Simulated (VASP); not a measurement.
# Si in VASP: reference runs

Reference runs on Si: the cell as given.

All numbers are computed with VASP 6.6.1; they aren't measurements. Logs are shortened: lines on timing, memory, paths and dates and some standing lists are left out, and cuts for length are marked.

### Step 1. The cell of the first run

The cell holds a slab with vacuum, 6 atoms: a = 3.831 Å, b = 3.831 Å, c = 22.131 Å, α = 90.00°, β = 90.00°, γ = 120.00°.

The slab is cut from a database's or a generator's crystal, which needn't be the stable form of the element.

### Step 2. Single point, PBE (the (0 0 1) slab of Si, cut from the database cell, not relaxed)

Input file INCAR:

```
PREC = Accurate
ENCUT = 520
EDIFF = 1E-7
ISMEAR = -1
SIGMA = 0.05
LREAL = False
LASPH = True
NELM = 80
ALGO = Normal
ISIF = 2
LWAVE = False
LCHARG = False
LDIPOL = True
IDIPOL = 3
DIPOL = 0.5 0.5 0.500
GGA = PE
NBANDS = 21
```

Input file KPOINTS:

```
regular mesh
0
Gamma
  8 8 1
```

Input file POSCAR:

```
Si
1.0
    3.8313174605      0.0000000000      0.0000000000
   -1.9156587302      3.3180182508      0.0000000000
    0.0000000000      0.0000000000     22.1306526920
Si
6
Direct
    0.6666666700      0.3333333400      0.3388964666
    0.3333333300      0.6666666600      0.3749564374
    0.3333333300      0.6666666600      0.4819700146
    0.6666666700      0.3333333400      0.5180299854
    0.6666666700      0.3333333400      0.6250435626
    0.3333333300      0.6666666600      0.6611035334
```

Potentials or basis: VASP PAW PBE potentials, release 64 (Si).

Command:

```bash
cat potpaw_PBE.64/Si/POTCAR > POTCAR
mpirun -np 1 vasp_std > vasp.out
```

OUTCAR:

```text
PREC = Accurate
   ENCUT = 520
   EDIFF = 1E-7
   ISMEAR = -1
   LREAL = False
   LASPH = True
   NELM = 80
   ISIF = 2
   GGA = PE

 ion  position               nearest neighbor table
   1  0.667  0.333  0.339-   2 2.35   2 2.35   2 2.35
   2  0.333  0.667  0.375-   1 2.35   1 2.35   1 2.35   3 2.37
   3  0.333  0.667  0.482-   4 2.35   4 2.35   4 2.35   2 2.37
   4  0.667  0.333  0.518-   3 2.35   3 2.35   3 2.35   5 2.37
   5  0.667  0.333  0.625-   6 2.35   6 2.35   6 2.35   4 2.37
   6  0.333  0.667  0.661-   5 2.35   5 2.35   5 2.35

  LATTYP: Found a hexagonal cell.
 ALAT       =     3.8313174605
 C/A-ratio  =     5.7762513601

  Lattice vectors:

 A1 = (   3.8313174605,   0.0000000000,   0.0000000000)
 A2 = (  -1.9156587302,   3.3180182508,   0.0000000000)
 A3 = (   0.0000000000,   0.0000000000,  22.1306526920)

Analysis of symmetry for initial positions (statically):
=====================================================================
 Subroutine PRICEL returns:
 Original cell was already a primitive cell.

 Routine SETGRP: Setting up the symmetry group for a
 hexagonal supercell.

 Subroutine GETGRP returns: Found 12 space group operations
 (whereof 12 operations were pure point group operations)
 out of a pool of 24 trial point group operations.

The static configuration has the point symmetry D_3d.

Analysis of symmetry for dynamics (positions and initial velocities):
=====================================================================
 Subroutine PRICEL returns:
 Original cell was already a primitive cell.

 Routine SETGRP: Setting up the symmetry group for a
 hexagonal supercell.

 Subroutine GETGRP returns: Found 12 space group operations
 (whereof 12 operations were pure point group operations)
 out of a pool of 24 trial point group operations.

The dynamic configuration has the point symmetry D_3d.

 Subroutine INISYM returns: Found 12 space group operations
 (whereof 12 operations are pure point group operations),
 and found     1 'primitive' translations

----------------------------------------------------------------------------------------

                                     Primitive cell

  volume of cell :     281.3333

  direct lattice vectors                    reciprocal lattice vectors
     3.831317461  0.000000000  0.000000000     0.261006823  0.150692360  0.000000000
    -1.915658730  3.318018251  0.000000000     0.000000000  0.301384720  0.000000000
     0.000000000  0.000000000 22.130652692     0.000000000  0.000000000  0.045186196

  length of vectors
     3.831317461  3.831317461 22.130652692     0.301384720  0.301384720  0.045186196

  position of ions in fractional coordinates (direct lattice)
     0.666666670  0.333333340  0.338896467
     0.333333330  0.666666660  0.374956437
     0.333333330  0.666666660  0.481970015
     0.666666670  0.333333340  0.518029985
     0.666666670  0.333333340  0.625043563
     0.333333330  0.666666660  0.661103533

  ion indices of the primitive-cell ions
   primitive index   ion index
                 1           1
                 2           2
                 3           3
                 4           4
                 5           5
                 6           6

----------------------------------------------------------------------------------------

 KPOINTS: regular mesh

Automatic generation of k-mesh.
 Grid dimensions read from file:
 generate k-points for:    8    8    1

 Generating k-lattice:

  Cartesian coordinates                     Fractional coordinates (reciprocal lattice)
     0.032625853  0.018836545  0.000000000     0.125000000  0.000000000  0.000000000
     0.000000000  0.037673090  0.000000000     0.000000000  0.125000000  0.000000000
     0.000000000  0.000000000  0.045186196     0.000000000  0.000000000  1.000000000

  Length of vectors
     0.037673090  0.037673090  0.045186196

  Shift w.r.t. Gamma in fractional coordinates (k-lattice)
     0.000000000  0.000000000  0.000000000

 Subroutine IBZKPT returns following result:
 ===========================================

 Found     10 irreducible k-points:

 Following reciprocal coordinates:
            Coordinates               Weight
  0.000000  0.000000  0.000000      1.000000
  0.125000  0.000000  0.000000      6.000000
  0.250000  0.000000  0.000000      6.000000
  0.375000  0.000000  0.000000      6.000000
  0.500000  0.000000  0.000000      3.000000
  0.125000  0.125000  0.000000      6.000000
  0.250000  0.125000  0.000000     12.000000
  0.375000  0.125000  0.000000     12.000000
  0.250000  0.250000  0.000000      6.000000
  0.375000  0.250000  0.000000      6.000000
   k-points           NKPTS =     10   k-points in BZ     NKDIM =     10   number of bands    NBANDS=     21
   number of dos      NEDOS =    301   number of ions     NIONS =      6
   total plane-waves  NPLWV = 131712
   dimension x,y,z NGX =    28 NGY =   28 NGZ =  168
   dimension x,y,z NGXF=    56 NGYF=   56 NGZF=  336
   ions per type =               6
   NGX,Y,Z   is equivalent  to a cutoff of  12.15, 12.15, 12.62 a.u.
   NGXF,Y,Z  is equivalent  to a cutoff of  24.30, 24.30, 25.24 a.u.
 SYSTEM =  unknown system
   PREC   = accura    normal or accurate (medium, high low for compatibility)
   ISTART =      0    job   : 0-new  1-cont  2-samecut
   ICHARG =      2    charge: 1-file 2-atom 10-const
   ISPIN  =      1    spin polarized calculation?
   LNONCOLLINEAR =      F non collinear calculations
   LSORBIT =      F    spin-orbit coupling
   LASPH  =      T    aspherical Exc in radial PAW
   ENCUT  =  520.0 eV  38.22 Ry    6.18 a.u.   7.12  7.12 41.15*2*pi/ulx,y,z
   NELM   =     80;   NELMIN=  2; NELMDL= -5     # of ELM steps
   EDIFF  = 0.1E-06   stopping-criterion for ELM
   LREAL  =      F    real-space projection
[... 7 lines left out ...]
   TEBEG  =    0.0;   TEEND  =   0.0 temperature during run
   PSTRESS=    0.0 pullay stress
   NELECT =      24.0000    total number of electrons
   NUPDOWN=      -1.0000    fix difference up-down
   EMIN   =  10.00;   EMAX   =-10.00  energy-range for DOS
   EFERMI =   0.00;   METHOD = LEGACY
   ISMEAR =    -1;   SIGMA  =   0.05  broadening in eV -4-tet -1-fermi 0-gaus
   EFERMI_NEDOS =   21; number of points for ismear=-14 and -15
   IALGO  =     38    algorithm
   IMIX   =      4    mixing-type and parameters
     AMIX     =   0.40;   BMIX     =  1.00
     AMIX_MAG =   1.60;   BMIX_MAG =  1.00
  volume/ion in A,a.u.               =      46.89       316.42
  Fermi-wavevector in a.u.,A,eV,Ry     =   0.720673  1.361874  7.066450  0.519369
  Thomas-Fermi vector in A             =   1.810185
   LORBIT       =      0    0 simple, 1 ext, 2 COOP (PROOUT), +10 PAW based schemes
   GGA     = PE    functional components
   LHFCALC =     F    Hartree Fock is set to
   AEXX    =    0.0000 exact exchange contribution
   IVDW    =     0    specifies the selected vdW correction
   LEPSILON=     F    determine dielectric tensor
   LRPA    =     F    only Hartree local field effects (RPA)
 non-spin polarized calculation
  energy-cutoff  :      520.00
  volume of cell :      281.33
 maximum number of plane-waves:      7613
   NGX = 15   NGY = 15   NGZ = 83

 dipolmoment           0.000000      0.000000      0.000000 electrons x Angstroem

 number of electron      23.9999999 magnetization

 dipolmoment           0.000000      0.000000     -0.000000 electrons x Angstroem

 Free energy of the ion-electron system (eV)
  ---------------------------------------------------
  ext. energy  EPLUGINS =         0.00000000
  ---------------------------------------------------
  free energy    TOTEN  =       -30.06792664 eV

  energy without entropy =      -30.04896950  energy(sigma->0) =      -30.05844807

 E-fermi :  -0.2610     XC(G=0):  -4.7312

 val. band max:       -0.3875138151   @ k =   0.2500   0.0000   0.0000
 cond. band min:      -0.1743569868   @ k =   0.3750   0.2500   0.0000
 fundamental gap:      0.2131568284
 Fermi energy:        -0.2610298064

 k-point     1 :       0.0000    0.0000    0.0000
  band No.  band energies     occupation
      1     -11.8983      2.00000
      2     -11.0707      2.00000
      3     -10.2039      2.00000
      4      -6.1993      2.00000
      5      -3.9528      2.00000
      6      -1.2955      2.00000
[... 13 lines left out ...]
     20       3.2338      0.00000
     21       3.9376      0.00000

 k-point     2 :       0.1250    0.0000    0.0000
  band No.  band energies     occupation
      1     -11.7174      2.00000
      2     -10.8895      2.00000
      3     -10.0189      2.00000
      4      -6.1201      2.00000
      5      -3.9329      2.00000
      6      -2.5420      2.00000
[... 13 lines left out ...]
     20       3.8634      0.00000
     21       4.1258      0.00000

 k-point     3 :       0.2500    0.0000    0.0000
  band No.  band energies     occupation
      1     -11.1874      2.00000
      2     -10.3593      2.00000
      3      -9.4742      2.00000
      4      -6.1579      2.00000
      5      -4.5772      2.00000
      6      -4.0142      2.00000
[... 13 lines left out ...]
     20       4.8310      0.00000
     21       5.1117      0.00000
[... 121 lines left out ...]
 k-point     9 :       0.2500    0.2500    0.0000
  band No.  band energies     occupation
      1      -9.8973      2.00000
      2      -9.1083      2.00000
      3      -8.1239      2.00000
      4      -7.3711      2.00000
      5      -6.4247      2.00000
      6      -5.5782      2.00000
[... 13 lines left out ...]
     20       4.9260      0.00000
     21       5.1070      0.00000

 k-point    10 :       0.3750    0.2500    0.0000
  band No.  band energies     occupation
      1      -9.2233      2.00000
      2      -8.7293      2.00000
      3      -7.7764      2.00000
      4      -7.4702      2.00000
      5      -7.0871      2.00000
      6      -6.4452      2.00000
[... 13 lines left out ...]
     20       5.5275      0.00000
     21       5.5670      0.00000

------------------------ aborting loop because EDIFF is reached ----------------------------------------

 vacuum level on the upper side and lower side of the slab       (xc-potential included)        -0.083        -0.083

  FORCE on cell =-STRESS in cart. coord.  units (eV):
  Direction    XX          YY          ZZ          XY          YZ          ZX
  --------------------------------------------------------------------------------------
  -------------------------------------------------------------------------------------
  Total        0.3839522      0.3839522      0.3069257      0.0000000      0.0000000      0.0000000
  in kB        2.1865864      2.1865864      1.7479244      0.0000000      0.0000000      0.0000000
  external PRESSURE =       2.0403657 kB  Pullay stress =       0.0000000 kB

 VOLUME and BASIS-vectors are now :
 -----------------------------------------------------------------------------
  energy-cutoff  :      520.00
  volume of cell :      281.33
      direct lattice vectors                 reciprocal lattice vectors
     3.831317461  0.000000000  0.000000000     0.261006823  0.150692360  0.000000000
    -1.915658730  3.318018251  0.000000000     0.000000000  0.301384720  0.000000000
     0.000000000  0.000000000 22.130652692     0.000000000  0.000000000  0.045186196

 POSITION                                       TOTAL-FORCE (eV/Angst)
 -----------------------------------------------------------------------------------
      1.91566      1.10601      7.50000         0.000000      0.000000      0.450351
      0.00000      2.21201      8.29803         0.000000     -0.000000     -0.683104
      0.00000      2.21201     10.66631         0.000000      0.000000      0.315114
      1.91566      1.10601     11.46434        -0.000000     -0.000000     -0.315114
      1.91566      1.10601     13.83262        -0.000000      0.000000      0.683104
      0.00000      2.21201     14.63065        -0.000000     -0.000000     -0.450351
 -----------------------------------------------------------------------------------
    total drift:                               -0.000000     -0.000000     -0.000000

  FREE ENERGIE OF THE ION-ELECTRON SYSTEM (eV)
  ---------------------------------------------------
  free  energy   TOTEN  =       -30.0679266396 eV

  energy  without entropy=      -30.0489694965  energy(sigma->0) =      -30.05844807

 vacuum level on the upper side and lower side of the slab         4.432         4.432
```

Wall time 67 s (1 thread of Intel Xeon Platinum 8375C at 2.90GHz (Ice Lake), shared host); peak memory 0.34 GiB.

Results:

- Free energy: -30.0679 eV
- Largest force: 0.683 eV/Å
- Band gap on the k mesh: none (metal or under the smearing width)

Forces on the atoms (eV/Å):
```
Si   0.000  0.000  0.450
Si   0.000  0.000 -0.683
Si   0.000  0.000  0.315
Si   0.000  0.000 -0.315
Si   0.000  0.000  0.683
Si   0.000  0.000 -0.450
```
